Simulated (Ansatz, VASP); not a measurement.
This is a calculation of HfC for Ansatz 0.2.0. 

Contents of input.yaml:

```yaml
crystal:
  lattice:
    - [0.0, 2.325, 2.325]
    - [2.325, 0.0, 2.325]
    - [2.325, 2.325, 0.0]
  atoms:
    - { symbol: Hf, position: [0.5, 0.5, 0.5] }
    - { symbol: C, position: [0.0, 0.0, 0.0] }
hamiltonian:
  xc: pbesol
  pseudopotentials: { kind: paw }
  dispersion: d3bj
kpoints:
  mp_grid: { grid: [10, 10, 10] }
scf:
  occupations: { method: fermi_dirac, width: 0.05 }
output:
  forces: true
  stress: true
relax:
  f_tol: 0.01
  max_steps: 40
  cell: { stress_tol: 0.05 }
```

Potentials or basis: Ansatz PAW.

Run with:

```console
$ ansatz run input.yaml --threads 2 --pin off --max-ram 5632MiB --backend cpu --events-out ev --progress --plain --runs-dir out
```

Task: Translate it to VASP 6.6.1. Potentials or basis there: PBE PAW files C, Hf_pv, 600 eV.

Result: As run (cutoffs and basis follow the program's own potentials, and thresholds, step limits or extra output files can differ):

Contents of INCAR:

```
PREC = Accurate ; ENCUT = 600
EDIFF = 1E-7 ; ISMEAR = -1
SIGMA = 0.05 ; LREAL = F
LASPH = T ; NELM = 80
ALGO = Normal ; ISIF = 3
LWAVE = F ; LCHARG = F
GGA = PS ; IVDW = 12
IBRION = 2 ; NSW = 60
EDIFFG = -0.01
```

Contents of KPOINTS:

```
Automatic mesh
0
Gamma
  10 10 10
```

POSCAR

```
HfC
1.0
    0.0000000000      2.3250000000      2.3250000000
    2.3250000000      0.0000000000      2.3250000000
    2.3250000000      2.3250000000      0.0000000000
Hf C
1 1
Direct
    0.5000000000      0.5000000000      0.5000000000
    0.0000000000      0.0000000000      0.0000000000
```

Potentials or basis: VASP PAW PBE potentials, release 64 (Hf_pv, C).

Command:

```console
$ cat potpaw_PBE.64/Hf_pv/POTCAR potpaw_PBE.64/C/POTCAR > POTCAR
$ mpirun -np 1 vasp_std > vasp.out
```

Both were run:

|  | Ansatz | VASP |
| --- | --- | --- |
| Relaxed volume | 11.98 Å³/atom | 11.97 Å³/atom |
| Relaxed cell | a = 3.236 Å, b = 3.236 Å, c = 3.236 Å, α = 60.00°, β = 60.00°, γ = 60.00° | a = 3.235 Å, b = 3.235 Å, c = 3.235 Å, α = 60.00°, β = 60.00°, γ = 60.00° |
| Space group after relaxing | Fm-3m (No. 225) | Fm-3m (No. 225) |
| Pressure after relaxing | 0.0 GPa | 0.0 GPa |

Ansatz's pressure holds a Pulay term of +0.27 GPa for its cutoff of 420 eV, which the other run lacks.

The potentials hold 30 and 14 valence electrons a cell.

Ansatz's potentials were made for PBE. VASP's potentials were made for PBE.

Where Ansatz's input types no cutoff or centring, it takes its own default and a Γ-centred mesh.

Pressure is positive in compression.
